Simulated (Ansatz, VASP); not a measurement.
**Two plane-wave programs on SiC**

The input INCAR:

```
SYSTEM = SiC
  PREC = Accurate
  ENCUT = 520
  EDIFF = 1E-6
  ISMEAR = 0
  SIGMA = 0.05
  LREAL = .False.
  LASPH = .True.
  NELM = 80
  ALGO = Normal
  ISIF = 2
  LWAVE = .False.
  LCHARG = .True.
  GGA = PE
  LELF = .True.
  LVHAR = .True.
  NBANDS = 11
```

File KPOINTS:

```
regular mesh
0
Gamma
  10 10 10
  0 0 0
```

Contents of POSCAR:

```
SiC
1.0
    0.0000000000      2.2993572998      2.1898640950
    2.2993572998      0.0000000000      2.1898640950
    2.2993572998      2.2993572998      0.0000000000
Si C
1 1
Direct
    0.0000000000      0.0000000000      0.0000000000
    0.7500000000      0.7500000000      0.7500000000
```

Input for Ansatz:

```yaml
crystal:
  lattice:
    - [0.0, 2.2993572998, 2.189864095]
    - [2.2993572998, 0.0, 2.189864095]
    - [2.2993572998, 2.2993572998, 0.0]
  atoms:
    - { symbol: Si, position: [0.0, 0.0, 0.0] }
    - { symbol: C, position: [0.75, 0.75, 0.75] }
basis:
  ecutwfc: 420
kpoints:
  mp_grid: { grid: [10, 10, 10] }
hamiltonian:
  xc: pbe
scf:
  occupations: { method: gaussian, width: 0.05 }
output:
  forces: true
  stress: true
  eigenvalues: true
```

Change from the starting cell: strain +0.050 along x and y, +0.000 along z, atoms carried along.

Alike in both runs: task single point; functional PBE; k mesh 10 × 10 × 10; occupations gaussian, width 0.05 eV; no spin polarisation.

|  | VASP | Ansatz |
| --- | --- | --- |
| version | VASP 6.6.1 | Ansatz 0.2.0 |
| potentials or method | VASP PAW PBE potentials, release 64 (Si, C) | scalar-relativistic, plane waves, PAW |
| plane-wave cutoff (eV) | 520 | 420 |
| valence electrons in the cell | 8 | 8 |

|  | VASP | Ansatz | Ansatz less VASP |
| --- | --- | --- | --- |
| gap on the k mesh at the Fermi level (eV) | 1.00 | 1.00 | +0.001 |
| least direct gap on the mesh (eV) | 4.36 | 4.36 | +0.002 |
| pressure (GPa) | -17.2 | -17.2 | +0.01 |
| largest component of the traceless stress (GPa) | 7.39 | 7.37 | -0.014 |

The functional is the same, so the differences come from potentials, cutoffs and numerics.

Caveats: so large a pressure means that the cell lies far from this level's equilibrium, or that cutoff or potentials fall short (VASP). A k mesh can miss the band edges.
